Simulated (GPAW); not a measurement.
# TaN (Fm-3m) in GPAW: single point with LDA+U

Aim: the single point of TaN with LDA+U.

Everything below comes from runs of GPAW 26.7.0. Logs are shortened: lines on timing, memory, paths and dates and some standing lists are left out, and cuts for length are marked. The log counts tension as positive stress, the text compression.

**1. Starting point**

It takes space group Fm-3m (No. 225, cubic). Conventional cell: a = 4.423 Å, b = 4.423 Å, c = 4.423 Å, α = 90.00°, β = 90.00°, γ = 90.00°. Around Ta (site symmetry m-3m) lie 6 N at 2.21 Å. N (site symmetry m-3m) has 6 Ta at 2.21 Å as nearest neighbours.

The cell comes from a database or a generator and needn't be the stable form of this composition.

**2. Single point, LDA+U**

File run.py:

```python
from ase.dft.bandgap import bandgap
from ase.io import read, write
from ase.units import GPa
from gpaw import GPAW, PW

atoms = read('POSCAR')

calc = GPAW(mode=PW(650),
            xc='LDA',
            kpts={'size': (8, 8, 8), 'gamma': True},
            occupations={'name': 'fermi-dirac', 'width': 0.05},
            setups={'Ta': ':d,5.0'},
            nbands=19,
            maxiter=120,
            txt='gpaw.txt')
atoms.calc = calc
energy = atoms.get_potential_energy()
forces = atoms.get_forces()
stress = atoms.get_stress()
calc.write('gs.gpw')
write('result.traj', atoms)
print(f'Energy: {energy:.6f} eV')
print('Forces (eV/A):')
print(forces.round(4))
print('Stress (GPa):', (stress / GPa).round(3))
print('Fermi level:', round(calc.get_fermi_level(), 4), 'eV')
print(f'Gap: {bandgap(calc)[0]:.4f} eV, direct: {bandgap(calc, direct=True)[0]:.4f} eV')
```

File POSCAR:

```
TaN
1.0
    0.0000000000      2.2113230000      2.2113230000
    2.2113230000      0.0000000000      2.2113230000
    2.2113230000      2.2113230000      0.0000000000
Ta N
1 1
Direct
    0.5000000000      0.5000000000      0.5000000000
    0.0000000000      0.0000000000      0.0000000000
```

Potentials or basis: the program's PAW data sets (release 1.2.1) made for this functional, pw.

The run is started by

```
> OMP_NUM_THREADS=1 python run.py
```

gpaw.txt:

```text
__  _  _
 | _ |_)|_||  |
 |__||  | ||/\| - 26.7.0

Input parameters:
  mode=PW(ecut=650.0),
  kpts=MonkhorstPack(size=(8, 8, 8), gamma=True),
  maxiter=120,
  nbands=19,
  occupations=Occupations(name='fermi-dirac', width=0.05),
  setups={'Ta': ':d,5.0'},
  xc=XC(name='LDA')

Diagonalizing LCAO Hamiltonian
Converting LCAO to pw mode

              Ta

       N

Atoms  # Å, Bohr magnetons
|   | symbol |        x |        y |        z |    initial magnetic moments |
|---|--------|----------|----------|----------|-----------------------------|
| 0 |     Ta | 2.211323 | 2.211323 | 2.211323 | ( 0.0000,  0.0000,  0.0000) |
| 1 |      N | 0.000000 | 0.000000 | 0.000000 | ( 0.0000,  0.0000,  0.0000) |

Unit cell  # Å
| periodic |        x |        y |        z |  lengths |    angles |
|----------|----------|----------|----------|----------|-----------|
|      yes | 0.000000 | 2.211323 | 2.211323 | 3.127283 | 60.000000 |
|      yes | 2.211323 | 0.000000 | 2.211323 | 3.127283 | 60.000000 |
|      yes | 2.211323 | 2.211323 | 0.000000 | 3.127283 | 60.000000 |

Number of symmetries: 48
Symmetry operations  # r_c * U_cc + t_c -> r_c
|    | kind |            matrix            |
|----|------|------------------------------|
|  0 |  σ   |  1, 0, 0,  1, 0,-1,  1,-1, 0 |
|  1 |  C2  |  1, 0, 0,  1,-1, 0,  1, 0,-1 |
|  2 |  E   |  1, 0, 0,  0, 1, 0,  0, 0, 1 |
|  3 |  σ   |  1, 0, 0,  0, 0, 1,  0, 1, 0 |
|  4 |  C4  |  1, 0,-1,  1, 0, 0,  1,-1, 0 |
|  5 |  S6  |  1, 0,-1,  1,-1, 0,  1, 0, 0 |
|  6 |  σ   |  1, 0,-1,  0, 1,-1,  0, 0,-1 |
|  7 |  C3  |  1, 0,-1,  0, 0,-1,  0, 1,-1 |
|  8 |  S6  |  1,-1, 0,  1, 0, 0,  1, 0,-1 |
|  9 |  C4  |  1,-1, 0,  1, 0,-1,  1, 0, 0 |
| 10 |  C3  |  1,-1, 0,  0,-1, 1,  0,-1, 0 |
| 11 |  σ   |  1,-1, 0,  0,-1, 0,  0,-1, 1 |
| 12 |  σ   |  0, 1, 0,  1, 0, 0,  0, 0, 1 |
| 13 |  C4  |  0, 1, 0,  0, 1,-1, -1, 1, 0 |
| 14 |  C3  |  0, 1, 0,  0, 0, 1,  1, 0, 0 |
| 15 |  S6  |  0, 1, 0, -1, 1, 0,  0, 1,-1 |
| 16 |  C2  |  0, 1,-1,  1, 0,-1,  0, 0,-1 |
| 17 |  σ   |  0, 1,-1,  0, 1, 0, -1, 1, 0 |
| 18 |  S4  |  0, 1,-1,  0, 0,-1,  1, 0,-1 |
| 19 |  C4  |  0, 1,-1, -1, 1, 0,  0, 1, 0 |
| 20 |  C3  |  0, 0, 1,  1, 0, 0,  0, 1, 0 |
| 21 |  σ   |  0, 0, 1,  0, 1, 0,  1, 0, 0 |
| 22 |  S6  |  0, 0, 1,  0,-1, 1, -1, 0, 1 |
| 23 |  C4  |  0, 0, 1, -1, 0, 1,  0,-1, 1 |
| 24 |  S4  |  0, 0,-1,  1, 0,-1,  0, 1,-1 |
| 25 |  C3  |  0, 0,-1,  0, 1,-1,  1, 0,-1 |
| 26 |  C2  |  0, 0,-1,  0,-1, 0, -1, 0, 0 |
| 27 |  S6  |  0, 0,-1, -1, 0, 0,  0,-1, 0 |
| 28 |  S4  |  0,-1, 1,  1,-1, 0,  0,-1, 0 |
| 29 |  C4  |  0,-1, 1,  0, 0, 1, -1, 0, 1 |
| 30 |  C2  |  0,-1, 1,  0,-1, 0,  1,-1, 0 |
| 31 |  σ   |  0,-1, 1, -1, 0, 1,  0, 0, 1 |
| 32 |  C3  |  0,-1, 0,  1,-1, 0,  0,-1, 1 |
| 33 |  S6  |  0,-1, 0,  0, 0,-1, -1, 0, 0 |
| 34 |  S4  |  0,-1, 0,  0,-1, 1,  1,-1, 0 |
| 35 |  C2  |  0,-1, 0, -1, 0, 0,  0, 0,-1 |
| 36 |  C2  | -1, 1, 0,  0, 1, 0,  0, 1,-1 |
| 37 |  S6  | -1, 1, 0,  0, 1,-1,  0, 1, 0 |
| 38 |  S4  | -1, 1, 0, -1, 0, 1, -1, 0, 0 |
| 39 |  C3  | -1, 1, 0, -1, 0, 0, -1, 0, 1 |
| 40 |  S6  | -1, 0, 1,  0, 0, 1,  0,-1, 1 |
| 41 |  C2  | -1, 0, 1,  0,-1, 1,  0, 0, 1 |
| 42 |  C3  | -1, 0, 1, -1, 1, 0, -1, 0, 0 |
| 43 |  S4  | -1, 0, 1, -1, 0, 0, -1, 1, 0 |
| 44 |  C2  | -1, 0, 0,  0, 0,-1,  0,-1, 0 |
| 45 |  i   | -1, 0, 0,  0,-1, 0,  0, 0,-1 |
| 46 |  σ   | -1, 0, 0, -1, 1, 0, -1, 0, 1 |
| 47 |  C2  | -1, 0, 0, -1, 0, 1, -1, 1, 0 |

BZ-sampling:
  Number of BZ points: 512
  Number of IBZ points: 29

  Monkhorst-Pack size: [8, 8, 8]
  Monkhorst-Pack shift: [0.0625, 0.0625, 0.0625]

K-points  # in reciprocal-cell coordinates
|     |                                coordinates |     weight |
|-----|--------------------------------------------|------------|
|   0 | (  0.00000000,   0.00000000,   0.00000000) | 0.00195312 |
|   1 | (  0.12500000,   0.12500000,   0.00000000) | 0.01171875 |
|   2 | (  0.12500000,   0.12500000,   0.12500000) | 0.01562500 |
|   3 | (  0.25000000,   0.12500000,   0.12500000) | 0.02343750 |
|   4 | (  0.25000000,   0.25000000,   0.00000000) | 0.01171875 |
|   5 | (  0.25000000,   0.25000000,   0.12500000) | 0.04687500 |
|   6 | (  0.25000000,   0.25000000,   0.25000000) | 0.01562500 |
|   7 | (  0.37500000,   0.25000000,  -0.37500000) | 0.04687500 |
|   8 | (  0.37500000,   0.25000000,   0.12500000) | 0.04687500 |
|   9 | (  0.37500000,   0.25000000,   0.25000000) | 0.04687500 |
| ... |                                            |            |
|  28 | (  0.50000000,   0.50000000,   0.50000000) | 0.00781250 |

Plane wave coefficients: 869
Cutoff: 650.0 eV

Spin-components: 1 (collinear spins)
Bands:           19
Projectors:      11
Spin-degeneracy: 2
Datatype:        complex128

Parallelization:
  kpt:    1
  domain: 1
  band:   1

Density:
  Valence electrons: 18.0
  Components: 1
  Grid points: [20 20 20]
  Charge: 0.0  # |e|

Potential:
  Grid points: [20 20 20]

species:
  Ta:
    name:    Tantalum
    Z:       73.0
    valence: 13
    core:    60
    charge:  0.0  # [|e|]
    Hubbard: {U: 5.0,  # eV
              l: 2,
              scale: True}
    compensation charges:
      type: gauss
      rc: 0.42  # [Å]
      lmax: 2
    cutoffs:
      filter: 2.36  # [Å]
      core: 3.45  # [Å]
    projectors
    | kind |    occ | energy [eV] | rcut [Å] |
    |------|--------|-------------|----------|
    |   5s |  2.000 |     -72.979 |    1.365 |
    |   6s |  2.000 |      -5.599 |    1.365 |
    |   5p |  6.000 |     -39.590 |    1.349 |
    |   6p |  0.000 |      -1.483 |    1.349 |
    |   5d |  3.000 |      -3.794 |    1.307 |
    |    d |        |      23.417 |    1.307 |

    Using partial waves for Ta as LCAO basis

  N:
    name:    Nitrogen
    Z:       7.0
    valence: 5
    core:    2
    charge:  0.0  # [|e|]
    compensation charges:
      type: gauss
      rc: 0.18  # [Å]
      lmax: 2
    cutoffs:
      filter: 1.11  # [Å]
      core: 0.96  # [Å]
    projectors
    | kind |    occ | energy [eV] | rcut [Å] |
    |------|--------|-------------|----------|
    |   2s |  2.000 |     -18.420 |    0.603 |
    |   2p |  3.000 |      -7.237 |    0.529 |
    |    s |        |       8.791 |    0.603 |
    |    p |        |      19.974 |    0.529 |
    |    d |        |       0.000 |    0.577 |

    Using partial waves for N as LCAO basis

Reference energy: -425393.194025  # eV

eigensolver:
  PPCG
  Converge bands: occupied
  niter=2

density mixing:
  MSR1-Mixer
  Pratt-step length: 0.05
  Maximum mixing coefficient: 0.75
  Old densities: 10
  SVD Regularization: 0.005
  Good broyden scale: 1.0
  Trust region scale: 1.0
  Backstep threshold: 4.0
  History deletion threshold: 6.0
  Fourier metric: weight=20.0, sigma=0.015

occupation numbers:
  Fermi-Dirac:
    width: 0.0500  # eV

poisson solver:
  ecut: 5200.0  # eV

xc functional:
  name: None

convergence criteria:
- Maximum [total energy] change in last 3 cyles: 0.0005 eV / valence electron
- Maximum integral of absolute [dens]ity change: 0.0001 electrons / valence electron
- Maximum integral of absolute [eigenst]ate change: 4e-08 eV^2 / valence electron
maximum number of iterations: 120

SCF iterations
|iter     | |      energy | eigst |  dens |
|---------|-|-------------|-------|-------|
|iter:   1| |  -18.944947 | +0.25 |       |
|iter:   2| |  -18.284092 | -2.37 | -0.90 |
|iter:   3| |  -16.702959 | -1.38 | -0.97 |
|iter:   4| |  -16.718420 | -2.95 | -1.66 |
|iter:   5| |  -16.740253 | -3.64 | -1.90 |
|iter:   6| |  -16.742335 | -4.57 | -2.63 |
|iter:   7| |  -16.742565c| -6.05 | -3.30 |
|iter:   8| |  -16.742615c| -6.48 | -3.68 |
|iter:   9| |  -16.742615c| -7.76c| -4.56c|

Converged in 9 steps
Energy contributions relative to reference atoms: (reference = -425393.194025)

Energy contributions:
  Kinetic:           7.418370
  Coulomb:          -8.748780
  Zero:             -0.148906
  External:          0.000000
  Xc:              -15.260221
  Entropy:          -0.006158
  Spinorbit:         0.000000
  ----------------------------
  Free energy:     -16.745694
  Extrapolated:    -16.742615

dipole moment: (-10.958813, -10.958813, -10.958813)  # |e|*Ang

Fermi level: 15.425
Eigenvalues  # (at kpt = [0.000, 0.000, 0.000])
| band index |      eig [eV] | occ [0-2] |
|------------|---------------|-----------|
|          0 |       -54.854 |     2.000 |
|        ... |               |           |
|          3 |       -21.250 |     2.000 |
|          4 |        -3.347 |     2.000 |
|          5 |        11.456 |     2.000 |
|          6 |        11.456 |     2.000 |
|          7 |        11.456 |     2.000 |
|          8 |        13.319 |     2.000 |
[... 8 lines left out ...]
|         17 |        39.026 |     0.000 |
|         18 |        40.887 |     0.000 |

No gap
No difference between direct/indirect transitions

Forces  # eV/Ang
|       x |        y |        z |
|---------|----------|----------|
| 0.00000 | -0.00000 | -0.00000 |  # Ta   0
| 0.00000 | -0.00000 | -0.00000 |  # N    1

Stress tensor  # eV/Ang^3
|         x |         y |        z |
|-----------|-----------|----------|
|  0.055925 | -0.000000 | 0.000000 |
| -0.000000 |  0.055925 | 0.000000 |
|  0.000000 |  0.000000 | 0.055925 |

# Writing to gs.gpw (mode='')
```

Wall time 7.8 s (1 thread of Arm Neoverse V2, shared host); peak memory 0.15 GiB.

What came out:

```yaml
Free_energy: -16.7457 eV
Pressure: -9.0 GPa
Band_gap_on_the_k_mesh: none (metal or under the smearing width)
```

Levels at points of the mesh, in eV from the Fermi level:
| k point | band 5 | band 6 | band 7 | band 8 | band 9 | band 10 | band 11 | band 12 | band 13 | band 14 |
| --- | --- | --- | --- | --- | --- | --- | --- | --- | --- | --- |
| (0.00, 0.00, 0.00) | -18.77 | -3.97 | -3.97 | -3.97 | -2.11 | -2.11 | -2.11 | 0.81 | 0.81 | 1.15 |
| (0.50, 0.50, 0.00) | -17.25 | -6.89 | -5.44 | -4.81 | -4.81 | 2.91 | 3.48 | 3.48 | 4.81 | 6.36 |
| (0.50, 0.50, 0.50) | -15.75 | -10.49 | -7.28 | -7.28 | 1.88 | 1.88 | 1.89 | 3.34 | 7.94 | 7.94 |

Caveat: the cutoff is short for stress and forces, so pressures can be off by a GPa or more; U without spin polarisation on a metal has little footing. The run has no spin-orbit coupling, so splittings on Ta are missing.
